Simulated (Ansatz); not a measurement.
**An elastic constant from a strain scan in NaF**

Level of theory: Ansatz 0.2.0, DFT PBEsol, scalar-relativistic, plane waves, PAW. The runs took a 420 eV cutoff, a Γ-centred 8×8×8 mesh and Gaussian smearing (0.05 eV). No spin polarisation. Energies are free energies at this smearing, counted from the undisturbed cell; pressure is positive in compression.

Zero of the scan (as given, not relaxed at this level; it stands at -0.5 GPa):

```xyz
2
Lattice="0.0000 2.3233 2.3233 2.3233 0.0000 2.3233 2.3233 2.3233 0.0000" Properties=species:S:1:pos:R:3 pbc="T T T"
Na    0.0000    0.0000    0.0000
F     2.3233    2.3233    2.3233
```

The cell is strained by ε times the Voigt pattern (1, -1, 0, 0, 0, 0) (xx, yy, zz, yz, xz, xy; engineering shear) with fractional coordinates fixed. The cell holds 2 atoms in V0 = 25.08 Å³. The stress column is τ = (1/V0) dE/dε, got from the stress tensor σ (compression positive) at each point as −det(1 + εP) σ : P(1 + εP)⁻¹, with P the pattern as a tensor.

```
      ε  ΔE (meV/atom)  τ (GPa)
-0.1312        130.846  -32.083
-0.1125         89.708  -24.405
-0.0937         58.540  -18.227
-0.0750         35.582  -13.274
-0.0562         19.151   -9.201
-0.0375          8.240   -5.791
-0.0187          1.971   -2.786
 0.0000          0.000    0.000
 0.0187          1.971    2.786
 0.0375          8.240    5.791
 0.0562         19.151    9.201
 0.0750         35.582   13.274
 0.0937         58.540   18.227
 0.1125         89.708   24.405
 0.1312        130.846   32.083
 0.1500              ?        ?
```

**Question.** Which combination of elastic constants does this scan measure, and how large is it?

**Answer.** For small ε, τ = τ0 + Kε with K = pᵀCp, which for this pattern is 2(C11 − C12) in the cubic axes. The parabola through τ at ε = -0.0187, 0 and 0.0187 has slope K = 149 GPa at zero. The energies per cell, E = NΔE, of the same two points give K = 2[E(ε₊)/ε₊ − E(ε₋)/ε₋]/[(ε₊ − ε₋)V0] = 144 GPa, in agreement.

**Question.** Predict the withheld row at ε = 0.1500 from the harmonic law, and compare.

**Answer.** ΔE = V0(τ0 ε + Kε²/2)/N = 131.190 meV/atom and τ = 22.35 GPa. The calculation gives 184.891 meV/atom and 41.75 GPa: the energy lies 41 % above the harmonic value.